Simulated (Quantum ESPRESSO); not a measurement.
# GaP (F-43m) in Quantum ESPRESSO: notebook

One crystal, GaP, is run at these levels: LDA, PBEsol; tasks: single point.

Program: Quantum ESPRESSO 7.5. These are calculated values, not measurements. Logs are shortened: lines on timing, memory, paths and dates and some standing lists are left out, and cuts for length are marked.

**What was measured.**

“Stacking defects in GaP nanowires: Electronic structure and optical properties”, 2018, arxiv:1810.01194 quotes, for a bulk crystal of GaP at 10 K: band gap 2.34 eV (indirect).

How close the calculation comes is told below.

**1. Starting point**

It takes space group F-43m (No. 216, cubic). Conventional cell: a = 5.451 Å, b = 5.451 Å, c = 5.451 Å, α = 90.00°, β = 90.00°, γ = 90.00°. Around Ga (site symmetry -43m) lie 4 P at 2.36 Å. Around P (site symmetry -43m) lie 4 Ga at 2.36 Å.

**2. Single point, LDA**

The input, scf.in:

```
&CONTROL
  calculation = 'scf'
  prefix = 'pwscf'
  outdir = './tmp'
  pseudo_dir = './pseudo'
/
&SYSTEM
  ibrav = 0
  A = 3.85408551
  nat = 2
  ntyp = 2
  ecutwfc = 80
  nbnd = 15
  occupations = 'smearing'
  smearing = 'fd'
  degauss = 0.00367493
  force_symmorphic = .true.
/
&ELECTRONS
  conv_thr = 4d-10
  electron_maxstep = 120
  mixing_beta = 0.5
/
ATOMIC_SPECIES
Ga    69.7230 Ga.upf
P     30.9738 P.upf
CELL_PARAMETERS alat
   0.0000000000    0.7071067813    0.7071067813
   0.7071067813    0.0000000000    0.7071067813
   0.7071067813    0.7071067813    0.0000000000
ATOMIC_POSITIONS alat
Ga     0.0000000000    0.0000000000    0.0000000000
P      1.0606601720    1.0606601720    1.0606601720
K_POINTS automatic
8 8 8 0 0 0
```

The input, nscf.in:

```
&CONTROL
  calculation = 'nscf'
  prefix = 'pwscf'
  outdir = './tmp'
  pseudo_dir = './pseudo'
/
&SYSTEM
  ibrav = 0
  A = 3.85408551
  nat = 2
  ntyp = 2
  ecutwfc = 80
  nbnd = 159
  occupations = 'fixed'
  force_symmorphic = .true.
/
&ELECTRONS
  conv_thr = 1d-08
  diago_full_acc = .true.
  diago_thr_init = 1d-06
/
ATOMIC_SPECIES
Ga    69.7230 Ga.upf
P     30.9738 P.upf
CELL_PARAMETERS alat
   0.0000000000    0.7071067813    0.7071067813
   0.7071067813    0.0000000000    0.7071067813
   0.7071067813    0.7071067813    0.0000000000
ATOMIC_POSITIONS alat
Ga     0.0000000000    0.0000000000    0.0000000000
P      1.0606601720    1.0606601720    1.0606601720
K_POINTS automatic
6 6 6 0 0 0
```

Potentials or basis: PseudoDojo 0.4.1 SR LDA standard.

On the command line:

```bash
$ OMP_NUM_THREADS=1 pw.x -in scf.in > scf.out
$ OMP_NUM_THREADS=1 pw.x -in nscf.in > nscf.out
```

scf.out:

```text
This program is part of the open-source Quantum ESPRESSO suite
     for quantum simulation of materials; please cite
[... 9 lines left out ...]
     --------------------
     sticks:   dense  smooth     PW     G-vecs:    dense   smooth      PW
     Sum        1159    1159    349                26469    26469    4279

     Using Slab Decomposition

     bravais-lattice index     =            0
     lattice parameter (alat)  =       7.2832  a.u.
     unit-cell volume          =     273.1780 (a.u.)^3
     number of atoms/cell      =            2
     number of atomic types    =            2
     number of electrons       =        18.00
     number of Kohn-Sham states=           15
     kinetic-energy cutoff     =      80.0000  Ry
     charge density cutoff     =     320.0000  Ry
     scf convergence threshold =      4.0E-10
     mixing beta               =       0.5000
     number of iterations used =            8  plain     mixing
     Exchange-correlation= SLA  PW   NOGX NOGC
                           (   1   4   0   0   0   0   0)

     celldm(1)=   7.283166  celldm(2)=   0.000000  celldm(3)=   0.000000
     celldm(4)=   0.000000  celldm(5)=   0.000000  celldm(6)=   0.000000

     crystal axes: (cart. coord. in units of alat)
               a(1) = (   0.000000   0.707107   0.707107 )
               a(2) = (   0.707107   0.000000   0.707107 )
               a(3) = (   0.707107   0.707107   0.000000 )

     reciprocal axes: (cart. coord. in units 2 pi/alat)
               b(1) = ( -0.707107  0.707107  0.707107 )
               b(2) = (  0.707107 -0.707107  0.707107 )
               b(3) = (  0.707107  0.707107 -0.707107 )

     PseudoPot. # 1 for Ga read from file:
     Ga.upf
     Pseudo is Norm-conserving + core correction, Zval = 13.0
     Generated using ONCVPSP code by D. R. Hamann
     Using radial grid of 1858 points,  6 beta functions with:
                l(1) =   0
                l(2) =   0
                l(3) =   1
                l(4) =   1
                l(5) =   2
                l(6) =   2

     PseudoPot. # 2 for P  read from file:
     P.upf
     Pseudo is Norm-conserving + core correction, Zval =  5.0
     Generated using ONCVPSP code by D. R. Hamann
     Using radial grid of 1298 points,  6 beta functions with:
                l(1) =   0
                l(2) =   0
                l(3) =   1
                l(4) =   1
                l(5) =   2
                l(6) =   2

     atomic species   valence    mass     pseudopotential
     Ga               13.00    69.72300     Ga( 1.00)
     P                 5.00    30.97380     P ( 1.00)

     24 Sym. Ops. (no inversion) found

   Cartesian axes

     site n.     atom                  positions (alat units)
         1        Ga     tau(   1) = (   0.0000000   0.0000000   0.0000000  )
         2        P      tau(   2) = (   1.0606602   1.0606602   1.0606602  )

     number of k points=    29  Fermi-Dirac smearing, width (Ry)=  0.0037
                       cart. coord. in units 2pi/alat
        k(    1) = (   0.0000000   0.0000000   0.0000000), wk =   0.0039062
        k(    2) = (   0.0883883   0.0883883  -0.0883883), wk =   0.0312500
        k(    3) = (   0.1767767   0.1767767  -0.1767767), wk =   0.0312500
        k(    4) = (   0.2651650   0.2651650  -0.2651650), wk =   0.0312500
        k(    5) = (  -0.3535534  -0.3535534   0.3535534), wk =   0.0156250
        k(    6) = (   0.1767767   0.0000000   0.0000000), wk =   0.0234375
[... 21 lines left out ...]
        k(   28) = (  -0.7071068   0.1767767   0.0000000), wk =   0.0468750
        k(   29) = (  -0.7071068   0.3535534   0.0000000), wk =   0.0234375

     Dense  grid:    26469 G-vectors     FFT dimensions: (  45,  45,  45)

     Initial potential from superposition of free atoms

     starting charge      17.9978, renormalised to      18.0000
     Starting wfcs are   13 randomized atomic wfcs +    2 random wfcs

     Self-consistent Calculation

     iteration #  1     ecut=    80.00 Ry     beta= 0.50
     Davidson diagonalization with overlap
     ethr =  1.00E-02,  avg # of iterations =  4.6

     Threshold (ethr) on eigenvalues was too large:
     Diagonalizing with lowered threshold

     Davidson diagonalization with overlap
     ethr =  3.84E-04,  avg # of iterations =  2.1

     total energy              =    -166.68746550 Ry
     estimated scf accuracy    <       0.06905218 Ry
[... 50 lines left out ...]
     iteration #  9     ecut=    80.00 Ry     beta= 0.50
     Davidson diagonalization with overlap
     ethr =  1.85E-11,  avg # of iterations =  2.6

     End of self-consistent calculation

          k = 0.0000 0.0000 0.0000 (  3287 PWs)   bands (ev):

    -7.3270  -7.3270  -7.3270  -7.2287  -7.2287  -5.1593   7.3597   7.3597
     7.3597   8.9629  11.1559  11.1559  11.1559  15.8520  17.1007

          k = 0.0884 0.0884-0.0884 (  3311 PWs)   bands (ev):
[... 16 lines left out ...]
    -7.4037  -7.3026  -7.3026  -7.2215  -7.2215  -3.0776   0.6474   6.2316
     6.2316   8.8614  11.9952  11.9952  15.4220  17.9916  18.9503

          k = 0.1768 0.0000 0.0000 (  3299 PWs)   bands (ev):

    -7.3481  -7.3179  -7.3179  -7.2328  -7.2256  -4.8898   5.7528   6.7023
     6.7023  10.2141  10.6958  12.1044  12.1044  15.3803  17.3435

          k = 0.2652 0.0884-0.0884 (  3311 PWs)   bands (ev):
[... 21 lines left out ...]
    -7.3825  -7.3064  -7.3047  -7.2310  -7.2241  -3.9639   2.7131   5.2611
     6.6495  10.1333  12.1628  12.1889  13.6171  15.5419  17.7262

          k = 0.0000-0.1768 0.1768 (  3303 PWs)   bands (ev):

    -7.3578  -7.3170  -7.3130  -7.2316  -7.2260  -4.6298   4.5306   5.9865
     7.0871  10.2357  11.5375  11.6611  12.8430  15.4909  16.7154

          k = 0.3536 0.0000 0.0000 (  3327 PWs)   bands (ev):

    -7.3907  -7.2956  -7.2956  -7.2447  -7.2180  -4.1198   3.6207   5.6594
     5.6594   9.4091  10.9382  14.0110  14.0110  15.0010  18.0472

          k = 0.4419 0.0884-0.0884 (  3311 PWs)   bands (ev):
[... 11 lines left out ...]
    -7.4105  -7.2936  -7.2839  -7.2346  -7.2233  -2.6211   0.9811   3.6371
     5.6137   9.9541  12.8902  13.8575  14.7861  16.4392  16.9619

          k = 0.0000-0.3536 0.3536 (  3310 PWs)   bands (ev):

    -7.3984  -7.2986  -7.2938  -7.2301  -7.2270  -3.2701   1.8812   3.9162
     6.1452  10.3997  12.9356  13.1232  13.4817  15.5964  18.2477

          k = 0.5303 0.0000-0.0000 (  3302 PWs)   bands (ev):
[... 11 lines left out ...]
    -7.4234  -7.2819  -7.2714  -7.2479  -7.2166  -2.1970   0.7211   3.3740
     5.0858   9.4090  12.0486  15.4701  15.5037  16.4700  17.6694

          k =-0.7071 0.0000 0.0000 (  3306 PWs)   bands (ev):

    -7.4395  -7.2643  -7.2626  -7.2626  -7.2072  -2.1598   0.5105   4.6547
     4.6547   8.8674   9.0455  17.7900  17.7900  18.3084  20.1808

          k = 0.3536 0.1768-0.0000 (  3314 PWs)   bands (ev):
[... 26 lines left out ...]
    -7.4133  -7.2934  -7.2760  -7.2392  -7.2222  -2.4829   1.0540   3.4420
     5.0127  10.8632  12.7339  12.8338  15.3219  16.1347  17.9033

          k =-0.7071 0.1768 0.0000 (  3296 PWs)   bands (ev):

    -7.4305  -7.2752  -7.2672  -7.2535  -7.2124  -2.1134   0.6059   4.1616
     4.2314   9.9991  10.1796  15.7175  15.8203  18.6488  19.1505

          k =-0.7071 0.3536 0.0000 (  3268 PWs)   bands (ev):

    -7.4198  -7.2895  -7.2679  -7.2440  -7.2201  -2.0653   0.7152   3.7437
     3.8912  11.9581  12.1249  13.3269  13.3710  18.7478  19.1099

     the Fermi energy is     8.0738 ev

!    total energy              =    -166.69771780 Ry
     estimated scf accuracy    <          1.5E-10 Ry
     smearing contrib. (-TS)   =      -0.00000000 Ry
     internal energy E=F+TS    =    -166.69771780 Ry

     The total energy is F=E-TS. E is the sum of the following terms:
     one-electron contribution =     -77.17988567 Ry
     hartree contribution      =      52.22615955 Ry
     xc contribution           =     -45.26636778 Ry
     ewald contribution        =     -96.47762389 Ry

     convergence has been achieved in   9 iterations

=------------------------------------------------------------------------------=
   JOB DONE.
=------------------------------------------------------------------------------=
```

nscf.out:

```text
This program is part of the open-source Quantum ESPRESSO suite
     for quantum simulation of materials; please cite
         "P. Giannozzi et al., J. Phys.:Condens. Matter 21 395502 (2009);
         "P. Giannozzi et al., J. Phys.:Condens. Matter 29 465901 (2017);
[... 472 lines left out ...]
   124.0296 124.0414 124.3303 124.7727 125.2129 126.3116 126.4479 127.2699
   128.2967 129.7556 130.2294 131.0408 131.1558 131.5305 132.0143 132.4227
   132.5490 133.5515 133.5638 134.4555 134.6337 134.8971 135.5266

     highest occupied, lowest unoccupied level (ev):     7.3598    8.8614

=------------------------------------------------------------------------------=
   JOB DONE.
=------------------------------------------------------------------------------=
```

It took 1.9 min on 1 thread of Arm Neoverse V1, shared host; peak memory 0.08 GiB.

Results:

```
Band gap on the k mesh, mean-field level : 1.50 eV, indirect (least direct gap 1.60 eV)
```

**3. Single point, PBEsol**

scf.in: that of step 2 with these lines changed.

```diff
@@ -11,4 +11,4 @@
   ntyp = 2
-  ecutwfc = 80
-  nbnd = 15
+  ecutwfc = 114
+  nbnd = 20
   occupations = 'smearing'
```

nscf.in: that of step 2 with these lines changed.

```diff
@@ -11,4 +11,4 @@
   ntyp = 2
-  ecutwfc = 80
-  nbnd = 159
+  ecutwfc = 114
+  nbnd = 133
   occupations = 'fixed'
@@ -32,2 +32,2 @@
 K_POINTS automatic
-6 6 6 0 0 0
+4 4 4 0 0 0
```

Potentials or basis: PseudoDojo 0.4 SR PBEsol stringent.

On the command line:

```bash
$ OMP_NUM_THREADS=1 pw.x -in scf.in > scf.out
$ OMP_NUM_THREADS=1 pw.x -in nscf.in > nscf.out
```

Wall time 1.8 min (1 thread of Arm Neoverse V1, shared host); peak memory 0.12 GiB.

Results (log left out):

- Band gap on the k mesh, mean-field level: 1.52 eV, indirect (least direct gap 1.74 eV)

Levels at points of the mesh, in eV from the valence-band top:
```
             k point  band 10  band 11  band 12  band 13  band 14  band 15  band 16  band 17
  (0.00, 0.00, 0.00)   -12.52     0.00     0.00     0.00     1.74     3.83     3.83     3.83
 (0.00, 0.00, -0.50)   -10.43    -6.69    -1.13    -1.13     1.58     4.64     4.64     8.09
(0.00, -0.50, -0.50)    -9.52    -6.80    -2.71    -2.71     1.52     1.72    10.52    10.52
```

Caveat: the k mesh is coarse (spacing up to 0.50 Å⁻¹), so the values aren't converged. A k mesh can miss the band edges.

**4. Against experiment**

Step 2. Measured gap of GaP: 2.34 eV (indirect; 10 K; quoted in “Stacking defects in GaP nanowires: Electronic structure and optical properties”, 2018, arxiv:1810.01194). This calculation gives 1.50 eV (-0.84 eV). Spin-orbit coupling on Ga is left out. The value is that of LDA on a finite k mesh, which can miss the band edges, without temperature or zero-point motion. Semilocal functionals fall short of measured gaps as a rule.
